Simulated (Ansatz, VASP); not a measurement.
**Sr: VASP beside Ansatz**

POSCAR

```
Sr
1.0
    0.0000000000      3.0521104090      3.0521104090
    3.0521104090      0.0000000000      3.0521104090
    3.0521104090      3.0521104090      0.0000000000
Sr
1
Direct
    0.0000000000      0.0000000000      0.0000000000
```

The input INCAR.step1:

```
  PREC = Accurate
  ENCUT = 520
  ISMEAR = -1
  SIGMA = 0.3
  LREAL = F
  LASPH = T
  NELM = 80
  NBANDS = 11
  GGA = PE
  ALGO = Normal
  EDIFF = 1E-4
  LWAVE = T
  LCHARG = F
```

Contents of INCAR.step2:

```
  PREC = Accurate
  ENCUT = 520
  EDIFF = 1E-7
  ISMEAR = -1
  SIGMA = 0.3
  LREAL = F
  LASPH = T
  NELM = 80
  ALGO = Normal
  ISIF = 2
  LWAVE = F
  LCHARG = T
  METAGGA = R2SCAN
  LMIXTAU = T
  LELF = T
  LVHAR = T
  NBANDS = 11
  ISTART = 1
```

Contents of KPOINTS:

```
Automatic mesh
0
Gamma
  9 9 9
```

Input for Ansatz:

```yaml
crystal:
  lattice:
    - [0.0, 3.052110409, 3.052110409]
    - [3.052110409, 0.0, 3.052110409]
    - [3.052110409, 3.052110409, 0.0]
  atoms:
    - { symbol: Sr, position: [0.0, 0.0, 0.0] }
hamiltonian:
  xc: r2scan
  pseudopotentials:
    kind: paw
    azcp:
      Sr: "pseudopotentials/Sr.paw.azcp"
basis:
  ecutwfc: 500
  fft_grid_basis: typed
kpoints:
  mp_grid: { grid: [9, 9, 9], shift: [0, 0, 0] }
magnetization:
  spin_polarized: false
scf:
  occupations: { method: fermi_dirac, width: 0.3 }
  lower_state_search: "off"
output:
  stress: true
```

Alike in both runs: task single point; functional r2SCAN; k mesh 9 × 9 × 9; occupations fermi-dirac, width 0.3 eV; no spin polarisation.

|  | VASP | Ansatz |
| --- | --- | --- |
| version | VASP 6.6.1 | Ansatz 0.2.0 |
| potentials or method | VASP PAW PBE potentials, release 64 (Sr_sv) | plane waves (500 eV) with PAW, scalar-relativistic |
| plane-wave cutoff (eV) | 520 | 500 |
| valence electrons in the cell | 10 | 10 |

```tsv
	VASP	Ansatz	Ansatz less VASP
pressure (GPa)	0.1	0.1	-0.02
```

Caveats: the PAW data sets were made with another functional, which shifts forces and pressure a little (VASP).
